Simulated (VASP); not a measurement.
# BaTiO3 (Amm2) in VASP: relaxation of cell and atoms with PBEsol

Aim: the relaxation of cell and atoms of BaTiO3 with PBEsol.

Everything below comes from runs of VASP 6.6.1. Logs are shortened: lines on timing, memory, paths and dates and some standing lists are left out, and cuts for length are marked.

### Step 1. The structure

It takes space group Amm2 (No. 38, orthorhombic). The conventional cell has a = 3.969 Å, b = 5.655 Å, c = 5.656 Å, α = 90.00°, β = 90.00°, γ = 90.00°. Around Ba (site symmetry mm2) lie 12 O at 2.76 to 2.89 Å. Ti (site symmetry mm2) is surrounded by 6 O at 1.90 to 2.10 Å. Around O (site symmetry mm2) lie 2 Ti at 1.99 Å. O (site symmetry m) has 2 Ti at 1.90 to 2.10 Å as nearest neighbours.

### Step 2. Relaxation of cell and atoms, PBEsol

File INCAR:

```
SYSTEM = BaTiO3
PREC = Accurate
ENCUT = 520
EDIFF = 1E-7
ISMEAR = 0
SIGMA = 0.02
LREAL = .FALSE.
LASPH = .TRUE.
NELM = 80
ALGO = Fast
ISIF = 3
LWAVE = .FALSE.
LCHARG = .FALSE.
GGA = PS
IBRION = 2
NSW = 80
EDIFFG = -0.15
KPAR = 4
```

File KPOINTS:

```
regular mesh
0
G
  8 8 8
  0 0 0
```

File POSCAR:

```
BaTiO3                                  
1.0
    3.9687946109      0.0000000000      0.0000000000
    0.0000000000      2.8277382509      2.8277681010
    0.0000000000     -2.8277382509      2.8277681010
  Ba              Ti              O             
     1     1     3
Direct
     0.0000000000000000    0.0022662661069994    0.0022662661069994
     0.5000000000000000    0.5140675254741505    0.5140675254741505
     0.0000000000000000    0.4905950127410855    0.4905950127410855
     0.5000000000000000    0.5010048743470084    0.9889463213307607
     0.5000000000000000    0.9889463213307607    0.5010048743470084
```

Potentials or basis: VASP PAW PBE potentials, release 64 (Ba_sv, Ti_sv, O).

On the command line:

```
$ cat potpaw_PBE.64/Ba_sv/POTCAR potpaw_PBE.64/Ti_sv/POTCAR potpaw_PBE.64/O/POTCAR > POTCAR
$ mpirun -np 4 vasp_std > vasp.out
```

OUTCAR:

```text
SYSTEM = BaTiO3
   PREC = Accurate
   ENCUT = 520
   EDIFF = 1E-7
   ISMEAR = 0
   LREAL = .FALSE.
   LASPH = .TRUE.
   NELM = 80
   ISIF = 3
   GGA = PS
   IBRION = 2
   NSW = 80
   EDIFFG = -0.15

 ion  position               nearest neighbor table
   1  0.000  0.002  0.002-   3 2.76   4 2.81   5 2.81   4 2.81   5 2.81   5 2.82   4 2.82   5 2.82
                             4 2.82   3 2.83   3 2.83   3 2.89   2 3.40   2 3.40   2 3.46   2 3.46
   2  0.500  0.514  0.514-   4 1.90   5 1.90   3 1.99   3 1.99   5 2.10   4 2.10   1 3.40   1 3.40
                             1 3.46   1 3.46   1 3.46   1 3.46   1 3.51   1 3.51
   3  0.000  0.491  0.491-   2 1.99   2 1.99   1 2.76   1 2.83   1 2.83   1 2.89
   4  0.500  0.501  0.989-   2 1.90   2 2.10   1 2.81   1 2.81   1 2.82   1 2.82
   5  0.500  0.989  0.501-   2 1.90   2 2.10   1 2.81   1 2.81   1 2.82   1 2.82

  LATTYP: Found a base centered orthorhombic cell.
 ALAT       =     5.6554765018
 B/A-ratio  =     1.0000105562
 C/A-ratio  =     0.7017613122

  Lattice vectors:

 A1 = (   0.0000000000,   2.8277382509,  -2.8277681010)
 A2 = (   0.0000000000,   2.8277382509,   2.8277681010)
 A3 = (   3.9687946109,   0.0000000000,   0.0000000000)

Analysis of symmetry for initial positions (statically):
=====================================================================
 Subroutine PRICEL returns:
 Original cell was already a primitive cell.

 Routine SETGRP: Setting up the symmetry group for a
 base centered orthorhombic supercell.

 Subroutine GETGRP returns: Found  4 space group operations
 (whereof  4 operations were pure point group operations)
 out of a pool of  8 trial point group operations.

The static configuration has the point symmetry C_2v.

Analysis of symmetry for dynamics (positions and initial velocities):
=====================================================================
 Subroutine PRICEL returns:
 Original cell was already a primitive cell.

 Routine SETGRP: Setting up the symmetry group for a
 base centered orthorhombic supercell.

 Subroutine GETGRP returns: Found  4 space group operations
 (whereof  4 operations were pure point group operations)
 out of a pool of  8 trial point group operations.

The dynamic configuration has the point symmetry C_2v.

 Subroutine INISYM returns: Found  4 space group operations
 (whereof  4 operations are pure point group operations),
 and found     1 'primitive' translations

----------------------------------------------------------------------------------------

                                     Primitive cell

  volume of cell :      63.4705

  direct lattice vectors                    reciprocal lattice vectors
     3.968794611  0.000000000  0.000000000     0.251965672  0.000000000  0.000000000
     0.000000000  2.827738251  2.827768101     0.000000000  0.176819760  0.176817894
     0.000000000 -2.827738251  2.827768101     0.000000000 -0.176819760  0.176817894

  length of vectors
     3.968794611  3.999046893  3.999046893     0.251965672  0.250059583  0.250059583

  position of ions in fractional coordinates (direct lattice)
     0.000000000  0.002266266  0.002266266
     0.500000000  0.514067525  0.514067525
     0.000000000  0.490595013  0.490595013
     0.500000000  0.501004874  0.988946321
     0.500000000  0.988946321  0.501004874

  ion indices of the primitive-cell ions
   primitive index   ion index
                 1           1
                 2           2
                 3           3
                 4           4
                 5           5

----------------------------------------------------------------------------------------

 KPOINTS: regular mesh

Automatic generation of k-mesh.
 Grid dimensions read from file:
 generate k-points for:    8    8    8

 Generating k-lattice:

  Cartesian coordinates                     Fractional coordinates (reciprocal lattice)
     0.031495709  0.000000000  0.000000000     0.125000000  0.000000000  0.000000000
     0.000000000  0.022102470  0.022102237     0.000000000  0.125000000 -0.000000000
     0.000000000 -0.022102470  0.022102237     0.000000000 -0.000000000  0.125000000

  Length of vectors
     0.031495709  0.031257448  0.031257448

  Shift w.r.t. Gamma in fractional coordinates (k-lattice)
     0.000000000  0.000000000  0.000000000

 Subroutine IBZKPT returns following result:
 ===========================================

 Found    105 irreducible k-points:

 Following reciprocal coordinates:
            Coordinates               Weight
  0.000000  0.000000  0.000000      1.000000
  0.125000  0.000000  0.000000      2.000000
  0.250000  0.000000  0.000000      2.000000
  0.375000  0.000000  0.000000      2.000000
  0.500000  0.000000  0.000000      1.000000
  0.000000  0.125000 -0.000000      4.000000
[... 16 lines left out ...]
  0.250000  0.500000 -0.000000      4.000000
  0.375000  0.500000 -0.000000      4.000000
 [... further k-points ...]
   k-points           NKPTS =    105   k-points in BZ     NKDIM =    105   number of bands    NBANDS=     24
   number of dos      NEDOS =    301   number of ions     NIONS =      5
   total plane-waves  NPLWV =  27000
   dimension x,y,z NGX =    30 NGY =   30 NGZ =   30
   dimension x,y,z NGXF=    60 NGYF=   60 NGZF=   60
   ions per type =               1   1   3
   NGX,Y,Z   is equivalent  to a cutoff of  12.57, 12.47, 12.47 a.u.
   NGXF,Y,Z  is equivalent  to a cutoff of  25.13, 24.94, 24.94 a.u.
 SYSTEM =  BaTiO3
   PREC   = accura    normal or accurate (medium, high low for compatibility)
   ISTART =      0    job   : 0-new  1-cont  2-samecut
   ICHARG =      2    charge: 1-file 2-atom 10-const
   ISPIN  =      1    spin polarized calculation?
   LNONCOLLINEAR =      F non collinear calculations
   LSORBIT =      F    spin-orbit coupling
   LASPH  =      T    aspherical Exc in radial PAW
   ENCUT  =  520.0 eV  38.22 Ry    6.18 a.u.   7.38  7.44  7.44*2*pi/ulx,y,z
   NELM   =     80;   NELMIN=  2; NELMDL= -5     # of ELM steps
   EDIFF  = 0.1E-06   stopping-criterion for ELM
   LREAL  =      F    real-space projection
   EDIFFG = -.1E+00   stopping-criterion for IOM
   NSW    =     80    number of steps for IOM
   IBRION =      2    ionic relax: 0-MD 1-quasi-New 2-CG
   NFREE  =      1    steps in history (QN), initial steepest desc. (CG)
   ISIF   =      3    stress and relaxation
   ISYM   =      2    0-nonsym 1-usesym 2-fastsym
   POTIM  = 0.5000    time-step for ionic-motion
   TEBEG  =    0.0;   TEEND  =   0.0 temperature during run
   PSTRESS=    0.0 pullay stress
   NELECT =      40.0000    total number of electrons
   NUPDOWN=      -1.0000    fix difference up-down
   EMIN   =  10.00;   EMAX   =-10.00  energy-range for DOS
   EFERMI =   0.00;   METHOD = LEGACY
   ISMEAR =     0;   SIGMA  =   0.02  broadening in eV -4-tet -1-fermi 0-gaus
   EFERMI_NEDOS =   21; number of points for ismear=-14 and -15
   IALGO  =     68    algorithm
   IMIX   =      4    mixing-type and parameters
     AMIX     =   0.40;   BMIX     =  1.00
     AMIX_MAG =   1.60;   BMIX_MAG =  1.00
  volume/ion in A,a.u.               =      12.69        85.66
  Fermi-wavevector in a.u.,A,eV,Ry     =   1.403581  2.652384 26.804034  1.970041
  Thomas-Fermi vector in A             =   2.526229
   LORBIT       =      0    0 simple, 1 ext, 2 COOP (PROOUT), +10 PAW based schemes
   GGA     = PS    functional components
   LHFCALC =     F    Hartree Fock is set to
   AEXX    =    0.0000 exact exchange contribution
   IVDW    =     0    specifies the selected vdW correction
   LEPSILON=     F    determine dielectric tensor
   LRPA    =     F    only Hartree local field effects (RPA)
 conjugate gradient relaxation of ions
 non-spin polarized calculation
 RMM-DIIS sequential band-by-band and
 Gauss-broadening in eV      SIGMA  =   0.02
  energy-cutoff  :      520.00
  volume of cell :       63.47
 maximum number of plane-waves:      1743
 NGX is ok and might be reduce to    30
   NGX = 15   NGY = 15   NGZ = 15

--------------------------------------- Ionic step        1  -------------------------------------------

 number of electron      39.9999991 magnetization

 Free energy of the ion-electron system (eV)
  ---------------------------------------------------
  ext. energy  EPLUGINS =         0.00000000
  ---------------------------------------------------
  free energy    TOTEN  =       -41.99475532 eV

  energy without entropy =      -41.99475532  energy(sigma->0) =      -41.99475532

------------------------ aborting loop EDIFF was not reached (unconverged)  ----------------------------

  FORCE on cell =-STRESS in cart. coord.  units (eV):
  Direction    XX          YY          ZZ          XY          YZ          ZX
  --------------------------------------------------------------------------------------
  -------------------------------------------------------------------------------------
  Total        0.1766272      0.2277540      0.3211162      0.0000000      0.0000000      0.0000000
  in kB        4.4585790      5.7491686      8.1058993      0.0000000      0.0000000      0.0000000
  external PRESSURE =       6.1045490 kB  Pullay stress =       0.0000000 kB

 VOLUME and BASIS-vectors are now :
 -----------------------------------------------------------------------------
  energy-cutoff  :      520.00
  volume of cell :       63.47
      direct lattice vectors                 reciprocal lattice vectors
     3.968794611  0.000000000  0.000000000     0.251965672  0.000000000  0.000000000
     0.000000000  2.827738251  2.827768101     0.000000000  0.176819760  0.176817894
     0.000000000 -2.827738251  2.827768101     0.000000000 -0.176819760  0.176817894

 POSITION                                       TOTAL-FORCE (eV/Angst)
 -----------------------------------------------------------------------------------
      0.00000      0.00000      0.01282         0.000000      0.000000      0.079017
      1.98440      0.00000      2.90733         0.000000      0.000000      0.119414
      0.00000      0.00000      2.77458         0.000000      0.000000      0.079215
      1.98440     -1.37977      4.21324         0.000000     -0.059419     -0.138823
      1.98440      1.37977      4.21324         0.000000      0.059419     -0.138823
 -----------------------------------------------------------------------------------
    total drift:                                0.000000      0.000001      0.001308

  FREE ENERGIE OF THE ION-ELECTRON SYSTEM (eV)
  ---------------------------------------------------
  free  energy   TOTEN  =       -41.9947553228 eV

  energy  without entropy=      -41.9947553228  energy(sigma->0) =      -41.99475532

--------------------------------------- Ionic step        2  -------------------------------------------

 number of electron      39.9999990 magnetization

 Free energy of the ion-electron system (eV)
  ---------------------------------------------------
  ext. energy  EPLUGINS =         0.00000000
  ---------------------------------------------------
  free energy    TOTEN  =       -41.99850840 eV

  energy without entropy =      -41.99850840  energy(sigma->0) =      -41.99850840

 E-fermi :   3.9356     XC(G=0): -11.5267

 val. band max:        3.7148787968   @ k =   0.5000   0.5000   0.5000
 cond. band min:       5.6297326385   @ k =   0.0000   0.0000   0.0000
 fundamental gap:      1.9148538417
 Fermi energy:         3.9356247660

 k-point     1 :       0.0000    0.0000    0.0000
  band No.  band energies     occupation
      1     -52.5068      2.00000
      2     -28.8619      2.00000
      3     -28.8618      2.00000
      4     -28.8345      2.00000
      5     -21.0569      2.00000
      6     -13.1045      2.00000
[... 637 lines left out ...]
     23       7.6361      0.00000
     24       8.6251      0.00000

 [... further k-points ...]

------------------------ aborting loop because EDIFF is reached ----------------------------------------

  FORCE on cell =-STRESS in cart. coord.  units (eV):
  Direction    XX          YY          ZZ          XY          YZ          ZX
  --------------------------------------------------------------------------------------
  -------------------------------------------------------------------------------------
  Total       -0.2273821     -0.1772641     -0.1205408      0.0000000      0.0000000      0.0000000
  in kB       -5.6997910     -4.4434829     -3.0215985      0.0000000      0.0000000      0.0000000
  external PRESSURE =      -4.3882908 kB  Pullay stress =       0.0000000 kB

 VOLUME and BASIS-vectors are now :
 -----------------------------------------------------------------------------
  energy-cutoff  :      520.00
  volume of cell :       63.92
      direct lattice vectors                 reciprocal lattice vectors
     3.975558202  0.000000000  0.000000000     0.251537004  0.000000000  0.000000000
     0.000000000  2.833952183  2.836529374     0.000000000  0.176432052  0.176271751
     0.000000000 -2.833952183  2.836529374     0.000000000 -0.176432052  0.176271751

 POSITION                                       TOTAL-FORCE (eV/Angst)
 -----------------------------------------------------------------------------------
      0.00000      0.00000      0.01668         0.000000      0.000000      0.067529
      1.98778      0.00000      2.92211         0.000000      0.000000      0.148746
      0.00000      0.00000      2.78701         0.000000      0.000000      0.056842
      1.98778     -1.38568      4.21957         0.000000     -0.008878     -0.136558
      1.98778      1.38568      4.21957         0.000000      0.008878     -0.136558
 -----------------------------------------------------------------------------------
    total drift:                                0.000000      0.000002      0.001240

  FREE ENERGIE OF THE ION-ELECTRON SYSTEM (eV)
  ---------------------------------------------------
  free  energy   TOTEN  =       -41.9985084012 eV

  energy  without entropy=      -41.9985084012  energy(sigma->0) =      -41.99850840

 reached required accuracy - stopping structural energy minimisation
```

Wall time 2.6 min (4 MPI ranks of AMD EPYC 9R45 (Zen 5), shared host); peak memory 0.27 GiB.

What came out:

```yaml
Free_energy: -41.9985 eV
Relaxed_volume: 12.78 Å³/atom
Relaxed_cell: a = 3.976 Å, b = 4.010 Å, c = 4.010 Å, α = 89.95°, β = 90.00°, γ = 90.00°
Space_group_after_relaxing_to_0.05_Å: Amm2 (No. 38)
Energy_gained_by_relaxing: 0.8 meV/atom
Ionic_steps: 2
Pressure_after_relaxing: -0.4 GPa
Largest_force_after_relaxing: 0.149 eV/Å
Band_gap_on_the_k_mesh: 1.91 eV, indirect (least direct gap 2.18 eV)
```

Forces on the atoms (eV/Å):
```
Ba   0.000  0.000  0.068
Ti   0.000  0.000  0.149
O    0.000  0.000  0.057
O    0.000 -0.009 -0.137
O    0.000  0.009 -0.137
```

Stress tensor (GPa, compression positive):
```
-0.57  0.00  0.00
 0.00 -0.44  0.00
 0.00  0.00 -0.30
```

The path:
```csv
step,energy change (eV),largest force (eV/Å),pressure (GPa),volume (Å³)
1,0.0000,0.1510,0.61,63.47
2,-0.0038,0.1487,-0.44,63.92
```

Final structure:
```
CELL_PARAMETERS angstrom
3.97556 0.00000 0.00000
0.00000 2.83395 2.83653
0.00000 -2.83395 2.83653
ATOMIC_POSITIONS crystal
Ba 0.00000 0.00294 0.00294
Ti 0.50000 0.51509 0.51509
O 0.00000 0.49127 0.49127
O 0.50000 0.49931 0.98827
O 0.50000 0.98827 0.49931
```

Levels at points of the mesh, in eV from the valence-band top:
| k point | band 17 | band 18 | band 19 | band 20 | band 21 | band 22 | band 23 | band 24 |
| --- | --- | --- | --- | --- | --- | --- | --- | --- |
| (0.00, 0.00, 0.00) | -1.13 | -0.37 | -0.32 | -0.27 | 1.91 | 2.05 | 2.08 | 4.27 |
| (0.50, 0.00, 0.00) | -1.80 | -1.71 | -0.94 | -0.87 | 2.19 | 3.59 | 3.69 | 4.21 |
| (0.00, 0.50, 0.00) | -1.89 | -1.75 | -0.86 | -0.76 | 2.15 | 3.64 | 3.64 | 4.28 |
| (0.50, 0.50, 0.00) | -1.73 | -0.91 | -0.91 | -0.09 | 3.66 | 3.66 | 4.04 | 4.92 |
| (0.00, 0.50, 0.50) | -1.69 | -0.90 | -0.87 | -0.17 | 3.64 | 3.67 | 4.02 | 5.03 |
| (0.50, 0.50, 0.50) | -2.42 | -0.08 | -0.01 | 0.00 | 4.25 | 4.30 | 4.37 | 6.56 |

Caveat: the PAW data sets were made with another functional, which shifts forces and pressure a little; spin-orbit coupling is left out, which moves the levels of the heavy elements; the relaxation stopped at a loose force limit of 0.15 eV/Å, so its end isn't a converged minimum.
